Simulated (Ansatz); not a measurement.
AgCl (Chlorargyrite), 2 atoms in the cell. It takes space group Fm-3m (No. 225, cubic). Conventional cell: a = 5.470 Å, b = 5.470 Å, c = 5.470 Å, α = 90.00°, β = 90.00°, γ = 90.00°. Ag (site symmetry m-3m) has 6 Cl at 2.73 Å as nearest neighbours. Cl (site symmetry m-3m) has 6 Ag at 2.73 Å as nearest neighbours. 

```yaml
Program: Ansatz 0.2.0
Task: band structure
Functional: PBEsol
Potentials_or_basis: all-electron LAPW, relativistic spinors
Cutoff: 217 eV (chosen from the basis error)
Basis_error_allowed: 0.001 eV/atom
k_mesh: 6 × 6 × 6
Occupations: fermi-dirac, width 0.05 eV
Spin: spin-orbit coupling, no magnetisation
```

Potentials or basis: all-electron LAPW, relativistic spinors.

The run is started by

```console
$ ansatz run input.yaml --threads 1 --pin off --max-ram 3072MiB --backend cpu --events-out ev --progress --plain --runs-dir out
```

Hardware: 1 thread of Arm Neoverse V1, on a shared host.

Problem. Estimate the wall time of this run.

Solution. It took 54 s on 1 thread of Arm Neoverse V1, on a shared host, peak memory 0.38 GiB. Counts: scf iterations 6, plane waves 307, k points 16, bands 42.
